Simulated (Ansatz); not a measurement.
MgO2:

```
CELL_PARAMETERS angstrom
1.60476 0.92651 3.49398
-1.60476 0.92651 3.49398
0.00000 -1.85302 3.49398
ATOMIC_POSITIONS crystal
Mg 0.00000 0.00000 0.00000
O 0.57121 0.57121 0.57121
O 0.42879 0.42879 0.42879
```

The cell comes from a database or a generator and needn't be the stable form of this composition.

```yaml
Program: Ansatz 0.2.0
Task: relaxation of cell and atoms
Functional: r2SCAN
Potentials_or_basis: Ansatz PAW
Cutoff: "500 eV (not typed: the program's choice for these potentials)"
k_mesh: 10 × 10 × 10
Occupations: fermi-dirac, width 0.05 eV
Spin: no spin polarisation
```

At the start: volume 10.39 Å³/atom.

Q: Where does the relaxation end?

A: It ends after 8 steps and the volume is 9.96 Å³/atom (-4.1 %); space group R-3m (No. 166, to 0.05 Å).

The path:
```csv
step,energy change (eV),largest force (eV/Å),volume (Å³)
1,0.0000,0.2156,31.17
2,-0.0160,0.1147,30.58
3,-0.0233,0.0099,29.81
4,-0.0234,0.0079,29.88
5,-0.0234,0.0001,29.88
6,-0.0226,0.0001,29.88
7,-0.0226,0.0008,29.88
8,-0.0226,0.0008,29.88
```

Final structure:
```
CELL_PARAMETERS angstrom
1.57848 0.91134 3.46192
-1.57848 0.91134 3.46192
0.00000 -1.82267 3.46192
ATOMIC_POSITIONS crystal
Mg 0.00000 0.00000 0.00000
O 0.57088 0.57088 0.57088
O 0.42912 0.42912 0.42912
```

Caveat: the plane-wave basis is chosen anew once the cell has moved, so the energies of steps on either side of that aren't comparable; the PAW data sets come from PBE, with cores solved anew for the run's functional, which leaves a small shift of forces and pressure.
